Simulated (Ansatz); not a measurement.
CsH (started from an entry of an open crystallographic database) with hydrogen sites as listed, relaxed with r2SCAN: it is cubic, Fm-3m (No. 225); conventional cell a = 6.378 Å, 32.44 Å³ an atom. Around Cs lie 6 H at 3.19 Å; around H lie 6 Cs at 3.19 Å. One-shot G0W0@r2SCAN in the PAW code Ansatz on a 4×4×4 mesh (contour deformation, no spin-orbit coupling), from an r2SCAN gap of 2.680 eV over the mesh points (the G0W0 gap is direct on the mesh); the number N of bands summed and the screening cutoff rise together. The values are computed, spin-unpolarised, and not measurements.

```
  N  cutoff (eV)  1000/N  G0W0 gap (eV)
110           80   9.091          4.383
249          140   4.016          4.486
```

Question: Lay a straight line in 1000/N through these rows.

Answer: The slope is -0.0203 eV per unit of 1000/N and the intercept 4.568 eV.

Question: Predict the gap at N = 453 (210 eV).

Answer: 4.568 + (-0.0203) × 2.208 = 4.523 eV; the run gives 4.527 eV, +0.004 eV from the line.

Question: With that run's result added, what limit do the last two rows suggest?

Answer: Their slope is (4.527 − 4.486)/(2.208 − 4.016) = -0.0227, which meets 1/N = 0 at 4.58 eV, against 4.568 eV from the first line. The slope steepens, so 1/N isn't yet asymptotic and the true limit probably lies higher still; the k mesh isn't extrapolated.

The runs are scalar-relativistic, without spin-orbit coupling.
